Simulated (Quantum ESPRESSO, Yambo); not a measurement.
# NaF (Villiaumite): G0W0 on several meshes in Yambo, part 2 of 2

Wanted: mesh dependence and cost of G0W0 for NaF (Villiaumite).

Quantum ESPRESSO 7.5 and Yambo 5.3.0; PBE and many-body steps on it, plane waves. Known limits of the many-body steps: not at the basis limit; coarse k mesh.

So far. Step 5 (Empty states on the mesh, 6×6×6 mesh, 81 bands): On this mesh the gap is 6.390 eV. Step 7 (6×6×6): Against G0W0 in Yambo (2×2×2 mesh, 81 bands, screening to 210.9 eV, Godby-Needs plasmon pole), the gap moves by +0.149 eV.

The database entry behind the starting cell differs from later determinations by our own check (0.1 to 0.3 % short, probably kX units), so it need not match the best structure at ambient conditions.

## 8. Empty states on the mesh, 8×8×8 mesh, 81 bands

This step: Quantum ESPRESSO 7.5; DFT, PBE, plane waves, norm-conserving pseudopotentials.

pw.in reads:

```
&control
  calculation = 'nscf'
  prefix = 'x'
  outdir = 'o'
  pseudo_dir = 'pseudo'
/
&system
  ibrav = 0
  nat = 2
  ntyp = 2
  ecutwfc = 76.0
  nbnd = 81
  force_symmorphic = .true.
/
&electrons
  conv_thr = 1e-9
  electron_maxstep = 80
  diago_full_acc = .true.
  diago_thr_init = 5e-6
/
ATOMIC_SPECIES
  Na 22.99 Na.upf
  F 18.998 F.upf
CELL_PARAMETERS angstrom
  -0.0000000000 2.3100000000 2.3100000000
  2.3100000000 0.0000000000 2.3100000000
  2.3100000000 2.3100000000 0.0000000000
ATOMIC_POSITIONS crystal
  Na 0.0000000000 0.0000000000 0.0000000000
  F 0.5000000000 0.5000000000 0.5000000000
K_POINTS automatic
  8 8 8 0 0 0
```

Launch:

```console
OMP_NUM_THREADS=1 mpirun -n 4 pw.x -nk 4 -in pw.in > pw.out
```

Log:

```text
[banner, memory and clock lines left out]
Program PWSCF v.7.5 starts

     Atomic positions and unit cell read from directory:
     o/x.save/

     Message from routine setup:
     using ibrav=0 with symmetry is DISCOURAGED, use correct ibrav instead

     G-vector sticks info

     bravais-lattice index     =            0
     lattice parameter (alat)  =       6.1734  a.u.
     unit-cell volume          =     166.3652 (a.u.)^3
     number of atoms/cell      =            2
     number of atomic types    =            2
     number of electrons       =        16.00
[...]
27.9363  27.9363  35.0083  35.0083  35.0083  40.3077  49.4273  49.4273
[...]
128.6552

          k = 0.0884 0.0884-0.0884 (  1868 PWs)   bands (ev):

[...]
124.5843

          k = 0.1768 0.1768-0.1768 (  1880 PWs)   bands (ev):

[...]
97.1838 101.0107 101.0107 103.6169 107.5507 107.5507 111.5378 113.1703
   113.1703 114.7106 115.0806 115.0806 116.7422 116.7422 118.7322 121.0645
   122.1737

          k = 0.2652 0.2652-0.2652 (  1868 PWs)   bands (ev):

     [... further k-points ...]

     highest occupied, lowest unoccupied level (ev):     0.9991    7.3887

     XML data file, pseudopotentials, collected wavefunctions
```

Run time: 8.3 s. Hardware: 4 MPI ranks of Arm Neoverse V1, shared host; peak memory 0.23 GiB; 33 s of CPU time.

This step gave:

- gap: 6.390 eV
- k of the valence top: 0, 0, 0
- k of the conduction bottom: 0, 0, 0
- least direct gap: 6.390 eV
- k points computed: 29
- lowest point of the top converged band, above the valence top: 114.7132 eV

On this mesh the gap is 6.390 eV.

## 9. Conversion and set-up

This step: Yambo 5.3.0; conversion and set-up on PBE, plane waves, norm-conserving pseudopotentials.

Launch:

```console
(cd o/x.save; p2y > p2y.log; mv SAVE ../..); yambo > setup.log
```

Log:

```text
 Yambo, version 5.3.0

 [02] CORE Variables Setup
 =========================

  [02.01] Unit cells
  ==================

  Cell kind             :  FCC
  Atoms in the cell     :  Na  F
  number of Na atoms    :  1
  number of F  atoms    :  1

  List of atomic masses
  Mass of Na    :  22.99000
  Mass of F     :  18.99800

  List of atomic coordinates    : [cc]
  Na1       :  0.000000  0.000000  0.000000  order 1
  F1       :  4.365267  4.365267  4.365267  order 2

  Alat factors          :  4.365267  4.365267  4.365267 [a.u.]
  Direct lattice volume :  166.3652 [a.u.]
[...]
Q [ 1]         [rlu]:  0.000000  0.000000  0.000000
 Q [ 2]         [rlu]:  0.18112E-16 -0.27044E-17  0.12500
 Q [ 3]         [rlu]: -0.32585E-20 -0.32585E-20  0.25000
[...]
Q [ 8]         [rlu]:  0.13875E-16  0.12500      0.37500
 Q [ 9]         [rlu]: -0.34335E-16  0.12500      0.50000
 Q [10]         [rlu]: -0.16938E-16  0.12500     -0.37500
     [... 17 further rows ...]
 Q [28]         [rlu]:  0.125000 -0.500000 -0.375000
 Q [29]         [rlu]:  0.250000 -0.500000 -0.250000

  [03.01] X indexes
  =================

   [03.01.01] Sigma indexes
   ========================

 [06] Game Over & Game summary
```

The job ended after 2.3 s (1 MPI rank; peak memory 0.24 GiB).

## 10. 8×8×8

This step: G0W0 on PBE, plane waves, norm-conserving pseudopotentials.

gw15.in reads:

```
HF_and_locXC
gw0
dyson
ppa
em1d
rim_cut
RandQpts= 1000000
RandGvec= 1 RL
EXXRLvcs= 76 Ry
VXCRLvcs= 304 Ry
Chimod= "HARTREE"
% BndsRnXp
 1 | 81 |
%
NGsBlkXp= 15.5 Ry
% LongDrXp
 1 | 1 | 1 |
%
% GbndRnge
 1 | 81 |
%
DysSolver= "n"
ExtendOut
PPAPntXp= 27.21138 eV
% QPkrange
 1 | 1 | 7 | 10 |
%
```

Launch:

```console
OMP_NUM_THREADS=1 mpirun -n 4 yambo -F gw15.in -J gw15 -C gw15 > gw15.log
```

Log:

```text
 Yambo, version 5.3.0

 [02] CORE Variables Setup
 =========================

  [... cell, symmetries and grids as in the set-up ...]

  [02.05] Energies & Occupations
  ==============================

  [X] === General ===
  [X] Electronic Temperature                        :  0.000000  0.000000 [eV K]
  [X] Bosonic    Temperature                        :  0.000000  0.000000 [eV K]
  [X] Finite Temperature mode                       : no
  [X] El. density                                   :  0.64901E+24 [cm-3]
[...]
Sx RL components                                 :  1893

   QP @ state[ 1 ] K range                          :  1  1
   QP @ state[ 1 ] b range                          :   7  10
   GF energies kind                                 : Perdew, Burke & Ernzerhof(X)+Perdew, Burke & Ernzerhof(C)
   GF WF`s kind                                     : Perdew, Burke & Ernzerhof(X)+Perdew, Burke & Ernzerhof(C)
   Xs energies kind                                 : Perdew, Burke & Ernzerhof(X)+Perdew, Burke & Ernzerhof(C)
   Xs WF`s kind                                     : Perdew, Burke & Ernzerhof(X)+Perdew, Burke & Ernzerhof(C)

 [11] Game Over & Game summary
```

Run time: 5.7 min. Hardware: 4 MPI ranks; peak memory 1.6 GiB.

This step gave:

- G0W0 gap on the points computed: 10.44 eV
- starting gap on the mesh: 6.390 eV
- k of the valence top: 0, 0, 0
- k of the conduction bottom: 0, 0, 0
- least direct G0W0 gap on the computed points: 10.44 eV

Against G0W0 in Yambo (2×2×2 mesh, 81 bands, screening to 210.9 eV, Godby-Needs plasmon pole), the gap moves by +0.154 eV.

## 11. The runs together

Times are wall times on 4 MPI ranks of Arm Neoverse V1, shared host, good to a factor of about two.

| run | mesh | bands | screening cutoff (eV) | DFT gap (eV) | gap on the mesh (eV) | direct (eV) | time |
| --- | --- | --- | --- | --- | --- | --- | --- |
| 2×2×2 | 2×2×2 | 81 | 210.9 | 6.390 | 10.289 | 10.289 | 3.9 s |
| 6×6×6 | 6×6×6 | 81 | 210.9 | 6.390 | 10.438 | 10.438 | 90 s |
| 8×8×8 | 8×8×8 | 81 | 210.9 | 6.390 | 10.443 | 10.443 | 5.7 min |

## 12. Results

```
2×2×2        : 10.289 eV
6×6×6        : 10.438 eV
8×8×8        : 10.443 eV
known limits : not at the basis limit; coarse k mesh
```

In words: 6×6×6: +0.149 eV against 2×2×2. 8×8×8: +0.154 eV against 2×2×2. Bands and cutoff are finite, so the gap is not at the basis limit. The miss can reach some tenths of an eV and take either sign; the mesh is an error of its own. In the G0W0 runs levels were corrected at 1 k point alone, so a gap called «on the mesh» is the least over those, and an edge elsewhere would be missed. The 2×2×2 mesh is coarse for this cell, which bears on the long-range parts of exchange and screening.

[Paths, hosts, dates, memory and timing lines, banners, echoed tables and standing remarks are left out of the program output.]

[Logs are printed without paths, hosts, clocks, repeated set-up lines and the standing remarks that a program may print on its own settings, such as how far it seeks lower states.]

[Runs of the session that timed out or met a known fault of the program may be left out.]

[Hosts, paths, dates, database ids (printed as entryN), source tags and the programs' standing remarks are cut or masked in the printed files.]
